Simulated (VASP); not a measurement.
The system is Mg3Sb2.

```xyz
5
Lattice="4.5820 0.0000 0.0000 -2.2910 3.9681 0.0000 0.0000 0.0000 7.2440" Properties=species:S:1:pos:R:3 pbc="T T T"
Mg    0.0000    2.6454    4.5637
Mg    2.2910    1.3227    2.6803
Mg    0.0000    0.0000    0.0000
Sb    0.0000    2.6454    1.7023
Sb    2.2910    1.3227    5.5417
```

| Quantity | Value |
| --- | --- |
| Program | VASP 6.6.1 |
| Task | relaxation of cell and atoms |
| Functional | RPBE |
| Potentials or basis | VASP PAW PBE potentials, release 64 (Mg, Sb) |
| Cutoff | 600 eV |
| k mesh | 9 × 9 × 5 |
| Occupations | gaussian, width 0.03 eV |
| Spin | no spin polarisation |

At the start: pressure 2.2 GPa; volume 26.34 Å³/atom.

Where does the relaxation end?

Over 9 steps the energy falls by 13.6 meV/atom and the volume is 27.35 Å³/atom (+3.8 %); space group P-3m1 (No. 164, to 0.05 Å).

Step by step:
```tsv
step	energy change (eV)	largest force (eV/Å)	pressure (GPa)	volume (Å³)
1	0.0000	0.5396	2.18	131.71
2	-0.0588	0.1834	-0.32	138.66
3	-0.0588	0.1936	-0.25	138.42
4	-0.0633	0.1394	-0.15	137.86
5	-0.0670	0.0419	0.05	136.86
6	-0.0671	0.0264	0.08	136.70
7	-0.0679	0.0056	-0.02	136.93
8	-0.0680	0.0065	-0.06	137.00
9	-0.0680	0.0003	0.02	136.74
```

Final structure:
```
CELL_PARAMETERS angstrom
4.63850 0.00000 0.00000
-2.31925 4.01706 0.00000
0.00000 0.00000 7.33868
ATOMIC_POSITIONS crystal
Mg 0.33333 0.66667 0.63232
Mg 0.66667 0.33333 0.36768
Mg 0.00000 0.00000 0.00000
Sb 0.33333 0.66667 0.22629
Sb 0.66667 0.33333 0.77371
```

Caveat: the PAW data sets were made with another functional, which shifts forces and pressure a little.
